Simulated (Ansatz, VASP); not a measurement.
**Two plane-wave programs on GaAs**

File INCAR:

```
SYSTEM = GaAs
PREC = Accurate
ENCUT = 520
EDIFF = 1E-7
ISMEAR = -1
SIGMA = 0.05
LREAL = .FALSE.
LASPH = .TRUE.
NELM = 60
ALGO = Fast
ISIF = 2
LWAVE = .FALSE.
LCHARG = .FALSE.
GGA = PE
```

The input KPOINTS:

```
regular mesh
0
G
  8 8 8
  0 0 0
```

Contents of POSCAR:

```
GaAs
1.0
    0.0000000000      2.8268500000      2.8268500000
    2.9399240000      0.0000000000      2.8268500000
    2.9399240000      2.8268500000      0.0000000000
As Ga
1 1
Direct
    0.7500000000      0.7500000000      0.7500000000
    0.0000000000      0.0000000000      0.0000000000
```

File input.yaml:

```yaml
crystal:
  lattice:
    - [0.0, 2.82685, 2.82685]
    - [2.939924, 0.0, 2.82685]
    - [2.939924, 2.82685, 0.0]
  atoms:
    - { symbol: As, position: [0.75, 0.75, 0.75] }
    - { symbol: Ga, position: [0.0, 0.0, 0.0] }
hamiltonian:
  xc: pbe
  pseudopotentials: { kind: paw }
kpoints:
  mp_grid: { grid: [8, 8, 8] }
scf:
  occupations: { method: fermi_dirac, width: 0.05 }
output:
  forces: true
  stress: true
  eigenvalues: true
```

Change from the starting cell: strain = 0.04.

Alike in both runs: task single point; functional PBE; k mesh 8 × 8 × 8; occupations fermi-dirac, width 0.05 eV; no spin polarisation.

|  | VASP | Ansatz |
| --- | --- | --- |
| version | VASP 6.6.1 | Ansatz 0.2.0 |
| potentials or method | VASP PAW PBE potentials, release 64 (As, Ga_d) | Ansatz PAW |
| plane-wave cutoff (eV) | 520 | 420 |
| valence electrons in the cell | 18 | 28 |

VASP gave:

```
gap on the k mesh at the Fermi level (eV)       : 0.14
least direct gap on the mesh (eV)               : 0.14
pressure (GPa)                                  : 0.7
largest component of the traceless stress (GPa) : 1.63
```

Problem. Estimate Ansatz's values.

Solution. gap on the k mesh at the Fermi level (eV): 0.14; least direct gap on the mesh (eV): 0.14; pressure (GPa): 0.5; largest component of the traceless stress (GPa): 1.63.

The functional is the same, so the differences come from potentials, cutoffs and numerics. The two sets of potentials don't hold the same shells in valence.
